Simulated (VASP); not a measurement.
## ZnO (zincite): from the relaxed cell to its vibrations

What lattice, stiffness and vibrations does ZnO (zincite) have at one level of theory? The starting structure is a measured crystal structure from the Crystallography Open Database. All runs use LDA.

Method: Kohn-Sham DFT with plane waves and PAW; LDA, in VASP 6.6.1.

## 1. The structure

It takes space group P6_3mc (No. 186, hexagonal). Conventional cell: a = 3.249 Å, b = 3.249 Å, c = 5.206 Å, α = 90.00°, β = 90.00°, γ = 120.00°. Nearest to Zn lie 4 O at 1.97 to 1.98 Å. O has 4 Zn at 1.97 to 1.98 Å nearest. Farther neighbours and most contacts between anions are not listed.

## 2. Relaxation

This run starts from the cell of an earlier relaxation, which isn't shown; the restart sets up the plane waves anew.

Contents of INCAR:

```
SYSTEM = ZnO
PREC = Accurate
ENCUT = 560
EDIFF = 1E-07
NELM = 100
ISMEAR = 0
SIGMA = 0.03
LREAL = .FALSE.
ALGO = Normal
GGA = CA
NBANDS = 24
LORBIT = 11
LWAVE = .FALSE.
LCHARG = .FALSE.
KPAR = 8
IBRION = 2
NSW = 50
ISIF = 3
EDIFFG = -0.002
```

Contents of POSCAR:

```
ZnO
1.0
    3.1949493353      0.0000000000      0.0000000000
   -1.5974746677      2.7669072882      0.0000000000
    0.0000000000      0.0000000000      5.1648390986
Zn O
2 2
Direct
    0.6666666667      0.3333333333      0.0002913901
    0.3333333333      0.6666666667      0.5002913901
    0.3333333333      0.6666666667      0.8787186099
    0.6666666667      0.3333333333      0.3787186099
```

Contents of KPOINTS:

```
Automatic mesh
0
Gamma
9 9 4
0 0 0
```

The projector-augmented-wave data sets are Zn and O (LDA family, release 64).

Started as:

```
> mpirun -np 8 vasp_std
```

Log:

```text
[banner, memory and clock lines left out]
running    8 mpi-ranks, on    1 nodes
 distrk:  each k-point on    1 cores,    8 groups
 distr:  one band on    1 cores,    1 groups

 POSCAR found type information on POSCAR ZnO
 POSCAR found :  2 types and       4 ions
|                                                                             |
|           W    W    AA    RRRRR   N    N  II  N    N   GGGG   !!!           |
|           W    W   A  A   R    R  NN   N  II  NN   N  G    G  !!!           |
|           W    W  A    A  R    R  N N  N  II  N N  N  G       !!!           |
|           W WW W  AAAAAA  RRRRR   N  N N  II  N  N N  G  GGG   !            |
|           WW  WW  A    A  R   R   N   NN  II  N   NN  G    G                |
|           W    W  A    A  R    R  N    N  II  N    N   GGGG   !!!           |
|                                                                             |
|     For optimal performance we recommend to set                             |
|       NCORE = 2 up to number-of-cores-per-socket                            |
|     NCORE specifies how many cores store one orbital (NPAR=cpu/NCORE).      |
|     This setting can greatly improve the performance of VASP for DFT.       |
|     The default, NCORE=1 might be grossly inefficient on modern             |
|     multi-core architectures or massively parallel machines. Do your        |
|     Unfortunately you need to use the default for GW and RPA                |
|     calculations (for HF NCORE is supported but not extensively tested      |
|     yet).                                                                   |
|                                                                             |

 LDA part: xc-table for (Slater(with rela. corr.)+CA(PZ))
 , standard interpolation
 POSCAR, INCAR and KPOINTS ok, starting setup
 FFT: planning ... GRIDC
 FFT: planning ... GRID_SOFT
 FFT: planning ... GRID
 WAVECAR not read
 entering main loop
       N       E                     dE             d eps       ncg     rms          rms(c)
DAV:   1     0.290790677418E+03    0.29079E+03   -0.19487E+04  1752   0.232E+03
DAV:   2     0.395200016008E+01   -0.28684E+03   -0.27230E+03  1888   0.442E+02
DAV:   3    -0.237954428792E+02   -0.27747E+02   -0.27553E+02  2008   0.144E+02
DAV:   4    -0.242311164841E+02   -0.43567E+00   -0.43542E+00  1944   0.187E+01
DAV:   5    -0.242338056675E+02   -0.26892E-02   -0.26891E-02  1984   0.143E+00    0.154E+01
DAV:   6    -0.210842610191E+02    0.31495E+01   -0.82705E+00  2944   0.659E+01    0.989E+00
DAV:   7    -0.212215802197E+02   -0.13732E+00   -0.25189E+00  1800   0.176E+01    0.577E+00
DAV:   8    -0.212112061236E+02    0.10374E-01   -0.65753E-01  2320   0.757E+00    0.169E+00
DAV:   9    -0.211577291220E+02    0.53477E-01   -0.12835E-01  2624   0.712E+00    0.333E-01
DAV:  10    -0.211601151061E+02   -0.23860E-02   -0.40821E-02  1728   0.145E+00    0.104E-01
DAV:  11    -0.211600130736E+02    0.10203E-03   -0.65793E-04  2072   0.232E-01    0.225E-02
DAV:  12    -0.211600159945E+02   -0.29209E-05   -0.43717E-05  1952   0.169E-01    0.925E-03
DAV:  13    -0.211600178470E+02   -0.18525E-05   -0.67971E-06  2720   0.765E-02    0.123E-02
DAV:  14    -0.211600156357E+02    0.22112E-05   -0.38287E-06  2296   0.200E-02    0.327E-03
DAV:  15    -0.211600155837E+02    0.52070E-07   -0.98068E-07  1824   0.805E-03
   1 F= -.21160016E+02 E0= -.21160016E+02  d E =-.211600E+02
 curvature:   0.00 expect dE= 0.000E+00 dE for cont linesearch  0.000E+00
 trial: gam= 0.00000 g(F)=  0.854E-10 g(S)=  0.647E-06 ort = 0.000E+00 (trialstep = 0.100E+01)
 search vector abs. value=  0.647E-06
 reached required accuracy - stopping structural energy minimisation
```

It took 5.8 s on 8 MPI ranks of Intel Xeon Platinum 8488C (Sapphire Rapids), shared host; peak memory 1.4 GiB; 41 s of CPU time.

The logs omit lines about the potential files and the build; timing stands in the text.

OUTCAR, selected parts (step 2):

```text
ion  position               nearest neighbor table
   1  0.667  0.333  0.000-   3 1.95   3 1.95   3 1.95   4 1.95
   2  0.333  0.667  0.500-   4 1.95   4 1.95   4 1.95   3 1.95
   3  0.333  0.667  0.879-   1 1.95   1 1.95   1 1.95   2 1.95
   4  0.667  0.333  0.379-   2 1.95   2 1.95   2 1.95   1 1.95

  LATTYP: Found a hexagonal cell.
 ALAT       =     3.1949493353
 C/A-ratio  =     1.6165636937

 Subroutine GETGRP returns: Found 12 space group operations
 (whereof  6 operations were pure point group operations)

The static configuration has the point symmetry C_3v.
 The point group associated with its full space group is C_6v.

 Found     36 irreducible k-points:

   k-points           NKPTS =     36   k-points in BZ     NKDIM =     36   number of bands    NBANDS=     24

   dimension x,y,z NGX =    28 NGY =   28 NGZ =   40
   dimension x,y,z NGXF=    56 NGYF=   56 NGZF=   80

   ENCUT  =  560.0 eV  41.16 Ry    6.42 a.u.   6.16  6.16  9.97*2*pi/ulx,y,z

   NELECT =      36.0000    total number of electrons

 k-points in reciprocal lattice and weights: Automatic mesh
   0.00000000  0.00000000  0.00000000       0.003
   0.11111111 -0.00000000  0.00000000       0.019
   0.22222222  0.00000000  0.00000000       0.019
   0.33333333 -0.00000000  0.00000000       0.019
   0.44444444  0.00000000  0.00000000       0.019
   0.11111111  0.11111111  0.00000000       0.019
   0.22222222  0.11111111  0.00000000       0.037
   0.33333333  0.11111111  0.00000000       0.037
   0.44444444  0.11111111  0.00000000       0.019
[...]
0.33333333  0.22222222  0.50000000       0.037
   0.33333333  0.33333333  0.50000000       0.006

 average (electrostatic) potential at core
       1 -36.7401       2 -36.7401       3 -74.0806       4 -74.0806

 E-fermi :   1.4257

 k-point     1 :       0.0000    0.0000    0.0000
  band No.  band energies     occupation
    ...
     14       0.4260      2.00000
     15       0.4260      2.00000
     16       1.1767      2.00000
     17       1.2788      2.00000
     18       1.2788      2.00000
     19       2.0766      0.00000
     20       6.5461      0.00000
     21       9.4572      0.00000
     22      14.2073      0.00000
     23      14.2073      0.00000
    ...

 k-point     2 :       0.1111   -0.0000    0.0000
  band No.  band energies     occupation
    ...
     14      -0.0408      2.00000
     15       0.2511      2.00000
     16       0.5751      2.00000
     17       1.0896      2.00000
     18       1.1851      2.00000
     19       2.9395      0.00000
     20       7.0691      0.00000
     21       9.4418      0.00000
     22      12.9894      0.00000
     23      14.3351      0.00000
    ...

 k-point     3 :       0.2222    0.0000    0.0000
  band No.  band energies     occupation
    ...
     14      -1.0811      2.00000
     15      -0.2702      2.00000
     16      -0.1911      2.00000
     17       0.8188      2.00000
     18       0.9348      2.00000
     19       4.2230      0.00000
     20       8.1600      0.00000
     21       9.3730      0.00000
     22      11.2691      0.00000
     23      13.2399      0.00000
    ...

  Total        0.0023199      0.0023199      0.0065494     -0.0000000     -0.0000000      0.0000000
  in kB        0.0814086      0.0814086      0.2298240     -0.0000000     -0.0000000      0.0000000
  external PRESSURE =       0.1308804 kB  Pullay stress =       0.0000000 kB

  energy-cutoff  :      560.00
  volume of cell :       45.66
      direct lattice vectors                 reciprocal lattice vectors
     3.194949335  0.000000000  0.000000000     0.312994009  0.180707175  0.000000000
    -1.597474668  2.766907288  0.000000000     0.000000000  0.361414350  0.000000000
     0.000000000  0.000000000  5.164839099     0.000000000  0.000000000  0.193616874

 POSITION                                       TOTAL-FORCE (eV/Angst)
 -----------------------------------------------------------------------------------
      1.59747      0.92230      0.00150        -0.000000     -0.000000     -0.000021
     -0.00000      1.84460      2.58392         0.000000      0.000000     -0.000021
     -0.00000      1.84460      4.53844         0.000000     -0.000000      0.000021
      1.59747      0.92230      1.95602        -0.000000     -0.000000      0.000021
 -----------------------------------------------------------------------------------
    total drift:                               -0.000000     -0.000000     -0.000015

  FREE ENERGIE OF THE ION-ELECTRON SYSTEM (eV)
  ---------------------------------------------------
  free  energy   TOTEN  =       -21.1600155837 eV

  energy  without entropy=      -21.1600155837  energy(sigma->0) =      -21.16001558

 reached required accuracy - stopping structural energy minimisation

 total charge
# of ion       s       p       d       tot
------------------------------------------
    1        0.479   0.539   9.917  10.935
    2        0.479   0.539   9.917  10.935
    3        1.534   3.459   0.000   4.993
    4        1.534   3.459   0.000   4.993
--------------------------------------------------
tot          4.026   7.996  19.834  31.857

[... 3 further parts left out ...]
```

CONTCAR:

```
ZnO
   1.00000000000000
     3.1949493353000000    0.0000000000000000    0.0000000000000000
    -1.5974746677000000    2.7669072882000001    0.0000000000000000
     0.0000000000000000    0.0000000000000000    5.1648390985999999
  Zn              O
     2     2
Direct
     0.6666666667000030    0.3333333332999970    0.0002913901000028
     0.3333333332999970    0.6666666667000030    0.5002913901000028
     0.3333333332999970    0.6666666667000030    0.8787186098999982
     0.6666666667000030    0.3333333332999970    0.3787186098999982
```

The run keeps the 12 symmetry operations of its start, so it cannot find a distortion of lower symmetry.

The relaxed cell holds 11.414 Å³ an atom, with a = 3.195 Å (-1.7 % against the database cell) and c = 5.165 Å (-0.8 % against the database cell). Pressures at 0.985 and 1.015 times this volume, from two more relaxations that aren't shown, give a bulk modulus of 163.5 GPa.

## 3. Elastic constants

Contents of INCAR:

```
SYSTEM = ZnO
PREC = Accurate
ENCUT = 800
EDIFF = 1E-08
NELM = 100
ISMEAR = 0
SIGMA = 0.03
LREAL = .FALSE.
ALGO = Normal
GGA = CA
NBANDS = 24
LORBIT = 11
LWAVE = .FALSE.
LCHARG = .FALSE.
KPAR = 8
IBRION = 6
NFREE = 2
POTIM = 0.015
ISIF = 3
NSW = 1
```

POSCAR is that of step 2.

Contents of KPOINTS:

```
Automatic mesh
0
Gamma
9 9 6
0 0 0
```

Started as:

```
> mpirun -np 8 vasp_std
```

Log:

```text
[banner, memory and clock lines left out]
running    8 mpi-ranks, on    1 nodes
[...]
[... a notice as in an earlier step ...]

 LDA part: xc-table for (Slater(with rela. corr.)+CA(PZ))
 , standard interpolation
 POSCAR, INCAR and KPOINTS ok, starting setup
[...]
entering main loop
       N       E                     dE             d eps       ncg     rms          rms(c)
DAV:   1     0.338937629067E+03    0.33894E+03   -0.24028E+04  2328   0.295E+03
DAV:   2     0.112900469887E+02   -0.32765E+03   -0.30934E+03  2472   0.528E+02
DAV:   3    -0.235814701976E+02   -0.34872E+02   -0.34543E+02  2744   0.166E+02
DAV:   4    -0.242412612844E+02   -0.65979E+00   -0.65929E+00  2536   0.234E+01
[...]
DAV:  15    -0.211728071497E+02    0.22249E-07   -0.88812E-07  2456   0.744E-03    0.115E-03
DAV:  16    -0.211728071363E+02    0.13350E-07   -0.40936E-08  2592   0.170E-03    0.520E-04
DAV:  17    -0.211728071324E+02    0.39554E-08   -0.64621E-09  1368   0.228E-03
   1 F= -.21172807E+02 E0= -.21172807E+02  d E =-.683165E-15
[...]
2 F= -.21163723E+02 E0= -.21163723E+02  d E =-.124754E-24
   3 F= -.21162393E+02 E0= -.21162393E+02  d E =-.372662E-12
   4 F= -.21163750E+02 E0= -.21163750E+02  d E =-.279855E-18
   5 F= -.21162323E+02 E0= -.21162323E+02  d E =-.796702E-13
   6 F= -.21162922E+02 E0= -.21162922E+02  d E =-.475366E-24
   7 F= -.21161168E+02 E0= -.21161168E+02  d E =-.391919E-26
   8 F= -.21169656E+02 E0= -.21169656E+02  d E =-.429105E-28
   9 F= -.21169656E+02 E0= -.21169656E+02  d E =-.421841E-28
  10 F= -.21170893E+02 E0= -.21170893E+02  d E =-.860505E-15
  11 F= -.21170893E+02 E0= -.21170893E+02  d E =-.859057E-15
  12 F= -.21170889E+02 E0= -.21170889E+02  d E =-.179884E-14
  13 F= -.21170889E+02 E0= -.21170889E+02  d E =-.179767E-14
  14 F= -.21171868E+02 E0= -.21171868E+02  d E =-.114640E-14
  15 F= -.21171868E+02 E0= -.21171868E+02  d E =-.115157E-14
  16 F= -.21171383E+02 E0= -.21171383E+02  d E =-.896656E-16
  17 F= -.21171433E+02 E0= -.21171433E+02  d E =-.103454E-13
  18 F= -.21171794E+02 E0= -.21171794E+02  d E =-.118201E-14
  19 F= -.21171794E+02 E0= -.21171794E+02  d E =-.118046E-14
  20 F= -.21171417E+02 E0= -.21171417E+02  d E =-.572885E-14
  21 F= -.21171367E+02 E0= -.21171367E+02  d E =-.458732E-16
 Finite differences progress:
  Degree of freedom:  10/ 10
  Displacement:        2/  2
  Total:              20/ 20
```

It took 5.8 min on 8 MPI ranks; peak memory 6.4 GiB.

Parts of OUTCAR (step 3):

```text
  Total       -0.0554506     -0.0554506      0.1831455      0.0000000      0.0000000     -0.0000000
  in kB       -1.9458150     -1.9458150      6.4267509      0.0000000      0.0000000     -0.0000000
  external PRESSURE =       0.8450403 kB  Pullay stress =       0.0000000 kB

 POSITION                                       TOTAL-FORCE (eV/Angst)
 -----------------------------------------------------------------------------------
      1.59747      0.92230      0.00150        -0.000000      0.000000     -0.027066
     -0.00000      1.84460      2.58392         0.000000     -0.000000     -0.089724
     -0.00000      1.84460      4.52344        -0.000000      0.000000      0.195880
      1.59747      0.92230      1.95602         0.000000     -0.000000     -0.079090
 -----------------------------------------------------------------------------------
    total drift:                                0.000000     -0.000000     -0.000323

  FREE ENERGIE OF THE ION-ELECTRON SYSTEM (eV)
  ---------------------------------------------------
  free  energy   TOTEN  =       -21.1713673857 eV

  energy  without entropy=      -21.1713673857  energy(sigma->0) =      -21.17136739

[... 3 further parts left out ...]
[key lines of the parts left out:]
E-fermi :   1.4309
```

The last energy, forces and stress in OUTCAR belong to the last displaced cell, not to that of POSCAR.

The elastic tensor has C11 = 222.6, C12 = 139.7, C44 = 38.2 GPa, among others; its Hill averages are a bulk modulus of 162.7 and a shear modulus of 42.8 GPa.

## 4. Modes of the relaxed cell

Contents of INCAR:

```
SYSTEM = ZnO
PREC = Accurate
ENCUT = 560
EDIFF = 1E-08
NELM = 100
ISMEAR = 0
SIGMA = 0.03
LREAL = .FALSE.
ALGO = Normal
GGA = CA
NBANDS = 24
LORBIT = 11
LWAVE = .FALSE.
LCHARG = .FALSE.
KPAR = 8
IBRION = 8
LEPSILON = .TRUE.
LPEAD = .TRUE.
ISIF = 2
```

POSCAR is that of step 3.

Contents of KPOINTS:

```
Automatic mesh
0
Gamma
12 12 8
0 0 0
```

Started as:

```
> mpirun -np 8 vasp_std
```

Log:

```text
[... set-up lines as in an earlier step ...]
 entering main loop
       N       E                     dE             d eps       ncg     rms          rms(c)
DAV:   1     0.289811057560E+03    0.28981E+03   -0.19544E+04  4648   0.234E+03
DAV:   2     0.456842619898E+01   -0.28524E+03   -0.27088E+03  4832   0.441E+02
DAV:   3    -0.237750954172E+02   -0.28344E+02   -0.28116E+02  5456   0.144E+02
DAV:   4    -0.242310265542E+02   -0.45593E+00   -0.45570E+00  5136   0.191E+01
[...]
DAV:  14    -0.211604791486E+02    0.22529E-05   -0.39364E-06  6104   0.203E-02    0.320E-03
DAV:  15    -0.211604791058E+02    0.42778E-07   -0.96336E-07  4864   0.801E-03    0.107E-03
DAV:  16    -0.211604790994E+02    0.64219E-08   -0.71097E-09  3616   0.124E-03
   1 F= -.21160479E+02 E0= -.21160479E+02  d E =-.104605E-14
 Linear response reoptimize wavefunctions to high precision
DAV:   1    -0.211604790838E+02    0.15546E-07   -0.64614E-08  6920   0.283E-03
DAV:   2    -0.211604790845E+02   -0.65393E-09   -0.64543E-09  3768   0.711E-04
[...]
RMM:  14    -0.353202185897E+00    0.11386E-06    0.14939E-09 17974   0.216E-06    0.661E-08
 first order change of Fermi-energy  -0.38782E-05
 force on displaced ion       3 direction 1 :  -9.093  -0.000   0.000
 Born effective charge ion    3 direction 1 :  -2.074   0.000   0.000
 Linear response progress:
  Degree of freedom:   4/  4
       N       E                     dE             d eps       ncg     rms          rms(c)
RMM:   1    -0.379130169745E+00   -0.37913E+00    0.56675E-01 13886   0.418E+00
RMM:   2    -0.369425479975E+00    0.97047E-02   -0.10751E-02  8836   0.112E+00    0.331E-01
RMM:   3    -0.370430866792E+00   -0.10054E-02   -0.13764E-03  9563   0.278E-01    0.168E-01
RMM:   4    -0.371520481810E+00   -0.10896E-02   -0.40650E-04  9134   0.131E-01    0.391E-02
[...]
RMM:  11    -0.371547612652E+00   -0.42032E-06    0.74781E-11  9543   0.534E-05    0.825E-06
RMM:  12    -0.371547417993E+00    0.19466E-06   -0.16137E-10 10246   0.189E-05    0.387E-06
RMM:  13    -0.371547410823E+00    0.71698E-08   -0.39125E-10 10181   0.875E-06    0.218E-06
 first order change of Fermi-energy  -0.28558E+00
 force on displaced ion       3 direction 3 :  -0.000   0.000 -12.635
 Born effective charge ion    3 direction 3 :   0.000  -0.000  -2.129
 Born effective charges drift removed
 Linear response finished
```

Wall time 4.7 min (8 MPI ranks); peak memory 12 GiB.

From OUTCAR (step 4):

```text
  Total        0.0006713      0.0006713      0.0059539     -0.0000000     -0.0000000      0.0000000
  in kB        0.0235556      0.0235556      0.2089264     -0.0000000     -0.0000000      0.0000000
  external PRESSURE =       0.0853458 kB  Pullay stress =       0.0000000 kB

 POSITION                                       TOTAL-FORCE (eV/Angst)
 -----------------------------------------------------------------------------------
      1.59747      0.92230      0.00150         0.000000      0.000000      0.000373
     -0.00000      1.84460      2.58392        -0.000000      0.000000      0.000373
     -0.00000      1.84460      4.53844         0.000000     -0.000000     -0.000373
      1.59747      0.92230      1.95602        -0.000000      0.000000     -0.000373
 -----------------------------------------------------------------------------------
    total drift:                               -0.000000     -0.000000     -0.000029

 MACROSCOPIC STATIC DIELECTRIC TENSOR (including local field effects in DFT)
 ------------------------------------------------------
           4.981348    -0.000000     0.000000
          -0.000000     4.981348     0.000000
           0.000000     0.000000     5.054361
 ------------------------------------------------------

 MACROSCOPIC STATIC DIELECTRIC TENSOR IONIC CONTRIBUTION
 ------------------------------------------------------
           4.217101    -0.000000     0.000000
          -0.000000     4.217101    -0.000000
           0.000000    -0.000000     4.897116
 ------------------------------------------------------

[... 1 part as in an earlier step ...]

[... 1 further part left out ...]
```

The zone-centre modes at 11.414 Å³ an atom are B1 (2) 555.3, E2 (2) 446.9, E1 413.8, A1 395.0, B1 (1) 260.5, E2 (1) 88.5 cm⁻¹.

[end of part 1 of 2]

[Lines on the potential files, build, host, timing and source positions are cut from VASP's logs without a mark.]

[Logs are printed without paths, hosts, clocks, repeated set-up lines and the standing remarks that a program may print on its own settings, such as how far it seeks lower states.]

[Hosts, paths, dates, database ids (printed as entryN), source tags and the programs' standing remarks are cut or masked in the printed files.]
